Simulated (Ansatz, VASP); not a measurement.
# BN (Qingsongite): VASP beside Ansatz

File INCAR:

```
ALGO = Normal ; EDIFF = 1E-6
ENCUT = 520 ; GGA = PE
ISIF = 2 ; ISMEAR = 0
LASPH = True ; LCHARG = True
LELF = True ; LREAL = False
LVHAR = True ; LWAVE = False
NBANDS = 11 ; NELM = 60
PREC = Accurate ; SIGMA = 0.01
```

File KPOINTS:

```
k-points
0
Gamma
  10 10 10
```

Contents of POSCAR:

```
BN
1.0
    0.0000000000      1.8123498003      1.8123498003
    1.8123498003      0.0000000000      1.8123498003
    1.8123498003      1.8123498003      0.0000000000
B N
1 1
Direct
    0.0000000000      0.0000000000      0.0000000000
    0.2500000000      0.2500000000      0.2500000000
```

Input for Ansatz:

```yaml
crystal:
  lattice:
    - [0.0, 1.8123498003, 1.8123498003]
    - [1.8123498003, 0.0, 1.8123498003]
    - [1.8123498003, 1.8123498003, 0.0]
  atoms:
    - { symbol: B, position: [0.0, 0.0, 0.0] }
    - { symbol: "N", position: [0.25, 0.25, 0.25] }
kpoints:
  mp_grid: { grid: [10, 10, 10] }
hamiltonian:
  xc: pbe
scf:
  occupations: { method: fixed }
  n_extra_bands: 4
output:
  forces: true
  stress: true
  eigenvalues: true
```

Alike in both runs: task single point; functional PBE; k mesh 10 × 10 × 10; no spin polarisation.

|  | VASP | Ansatz |
| --- | --- | --- |
| version | VASP 6.6.1 | Ansatz 0.2.0 |
| potentials or method | VASP PAW PBE potentials, release 64 (B, N) | plane waves, PAW |
| plane-wave cutoff (eV) | 520 | 420 |
| occupations | gaussian, width 0.01 eV | fixed |
| valence electrons in the cell | 8 | 8 |

```tsv
	VASP	Ansatz	Ansatz less VASP
gap on the k mesh at the Fermi level (eV)	4.45	4.46	+0.012
pressure (GPa)	0.2	0.0	-0.23
```

A k mesh can miss the band edges.
